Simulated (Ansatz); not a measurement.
## BaS at 25 GPa: from Born charge to LO–TO splitting and polaron coupling

These are results of DFT PBEsol, scalar-relativistic, plane waves, PAW in Ansatz, not measurements. Cutoff 420 eV, 8×8×8 k-points (Γ-centred), fixed occupations. No spin polarisation. Phonons by linear response, acoustic sum rule imposed.

The cell, relaxed at 25 GPa:
Space group Fm-3m (No. 225). a = 5.759 Å, b = 5.759 Å, c = 5.759 Å, α = 90.00°, β = 90.00°, γ = 90.00°
```json
{"atom": "Ba", "site": "4a", "symmetry": "m-3m", "x": "0.0000", "y": "0.0000", "z": "0.0000"}
{"atom": "S", "site": "4b", "symmetry": "m-3m", "x": "0.5000", "y": "0.0000", "z": "0.0000"}
```

Spin–orbit coupling is left out, which matters for heavy elements. Other phases may be more stable at this pressure. The run warned that the force constants aren't converged on this k mesh, so the frequencies and all that is formed from them are rough. The bands were filled as in an insulator; under compression the gap may have closed between mesh points.

Linear response gives ν_TO = 224.6 cm⁻¹, Born charges ±2.993 e (positive on Ba) and ε∞ = 6.770. The primitive cell holds 47.741 Å³, and the masses are 137.327 and 32.060 amu.

**Question.** Find ν_LO and the static dielectric constant.

**Answer.** The long-wave field adds a restoring force: ω_LO² − ω_TO² = Z*²e²/(ε_vac ε∞ μV). In these units ν_LO² − ν_TO² = 4.92064×10⁷ Z*²/(μ V ε∞) cm⁻², with μ = m₁m₂/(m₁ + m₂) = 25.992 amu: 52473 cm⁻². So ν_LO = √(224.6² + 52473) = 320.8 cm⁻¹, and the run gives 320.8. Lyddane–Sachs–Teller then gives ε0 = ε∞ (ν_LO/ν_TO)² = 13.81, against 13.81 in the run (it forms both from the same three quantities, so the match checks the arithmetic only). Between ν_TO and ν_LO the dielectric function is negative and an undamped crystal reflects fully: a reststrahlen band from 31.2 to 44.5 μm.

**Question.** What do the Clausius–Mossotti polarisability and the Szigeti charge come to?

**Answer.** With the Lorentz local field, α = (3V/4π)(ε∞ − 1)/(ε∞ + 2) = 7.50 Å³ for the pair, and e_S = 3Z*/(ε∞ + 2) = 1.02 e. The Born charge includes the electrons' response to the dipole's own local field, and e_S takes that enhancement out. The Lorentz field assumes point-like polarisable ions, a poor picture once ε∞ is this large, since the electron clouds then overlap or are shared, so both numbers are formal here.

**Question.** How strongly does a slow electron couple to the LO mode?

**Answer.** For one isotropic parabolic band, Fröhlich's constant is α_F = (1/ε∞ − 1/ε0) √(m* Ry/ħω_LO), with Ry = 13.606 eV, ħω_LO = 39.8 meV and m* in free-electron masses: α_F = 0.0753 × 18.49 × √m* = 1.39 √m*. The band mass isn't part of this run; for m* = 0.1, 0.3 and 1 it gives 0.44, 0.76, 1.39. In weak coupling the polaron lies α_F ħω_LO below the band edge (30 meV at m* = 0.3) with a mass m*(1 + α_F/6); past α_F of about 5 or 6 that expansion fails. A semilocal functional's ε∞ tends to be too large, which taken alone lowers α_F.

Cost: 1 run of about 0.57 core-minutes, on Arm Neoverse V2 (shared hosts).